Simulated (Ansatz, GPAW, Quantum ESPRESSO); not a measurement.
# WC: programs and potentials compared

```xyz
2
Lattice="2.9065 0.0000 0.0000 -1.4532 2.5171 0.0000 0.0000 0.0000 2.8366" Properties=species:S:1:pos:R:3 pbc="T T T"
W     0.0000    0.0000    0.0000
C     1.4533    0.8390    1.4183
```

Alike in all runs: task band structure; functional PBEsol; k mesh 10 × 10 × 9; occupations fermi-dirac, width 0.05 eV; no spin polarisation; no spin-orbit coupling. Pressure is positive in compression and, in plane waves, holds the error of the finite cutoff, which Ansatz's Pulay term estimates and takes out.

```csv
program and potentials,plane-wave cutoff (eV),notes,pressure (GPa)
"Ansatz, Ansatz PAW",420,"potentials made for PBE, which Ansatz adapts in part",?
"Ansatz, all-electron LAPW, scalar-relativistic",-,-,-3.43
"Quantum ESPRESSO, PseudoDojo 0.4.1 SR PBEsol standard",1116,-,-3.15
"GPAW, PAW data sets generated for this functional",800,-,-3.98
```

Task: Estimate from the other rows what the run with Ansatz, Ansatz PAW gave.

Result: Pressure -3.49 GPa. Its pressure holds a Pulay term of +0.30 GPa. The other rows, which needn't bracket it: pressure -3.98 to -3.15.
